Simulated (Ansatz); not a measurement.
# Ba: the cost of one run

Program: Ansatz 0.2.0. Level of theory: DFT PBE, scalar-relativistic, plane waves, PAW. These are calculated values, not measurements.

28 further runs of the same task are left out: 28 set aside as unsound or not needed.

## (1) The system as given

Symmetry: Fm-3m, No. 225, cubic system. Conventional cell: a = 6.345 Å, b = 6.345 Å, c = 6.345 Å, α = 90.00°, β = 90.00°, γ = 90.00°. Ba (site symmetry m-3m) is surrounded by 12 Ba at 4.49 Å.

Coordinates:

```
CELL_PARAMETERS angstrom
0.00000 3.17233 3.17233
3.17233 0.00000 3.17233
3.17233 3.17233 0.00000
ATOMIC_POSITIONS crystal
Ba 0.00000 0.00000 0.00000
```

It goes back to an entry of the Materials Project, which need not be the stable form.

This cell was relaxed beforehand with the same method: volume 63.85 Å³/atom, gap on the mesh none (metal).

## (2) The scan

The energy is mapped over volume and the cell's shape.

- volume per atom: 7 values from 58.74 to 68.96 Å³
- c/a of the conventional cell: 9 values from 0.629 to 1.167

Nothing else is relaxed (symmetry fixes all fractional coordinates). Energies count from the relaxed crystal. Points are written as (first, second).

## (3) Point (58.74 Å³, 0.926)

Input file input.yaml:

```yaml
crystal:
  lattice:
    - [0.0, 3.1658132146, 2.9305932928]
    - [3.1658132146, 0.0, 2.9305932928]
    - [3.1658132146, 3.1658132146, 0.0]
  atoms:
    - { symbol: Ba, position: [0.0, 0.0, 0.0] }
basis:
  ecutwfc: 420
kpoints:
  mp_grid: { grid: [14, 14, 14] }
hamiltonian:
  xc: pbe
scf:
  occupations: { method: gaussian, width: 0.15 }
output:
  forces: true
  stress: true
  eigenvalues: true
```

Launch:

```console
$ ansatz run input.yaml --threads 1 --pin off --max-ram 2048MiB --backend cpu --events-out ev --progress --plain --runs-dir out
```

Q: Estimate wall time and peak memory on 1 thread of AMD EPYC 7R43 (Zen 3), shared host.

About 7.1 s, with a peak of 0.55 GiB.
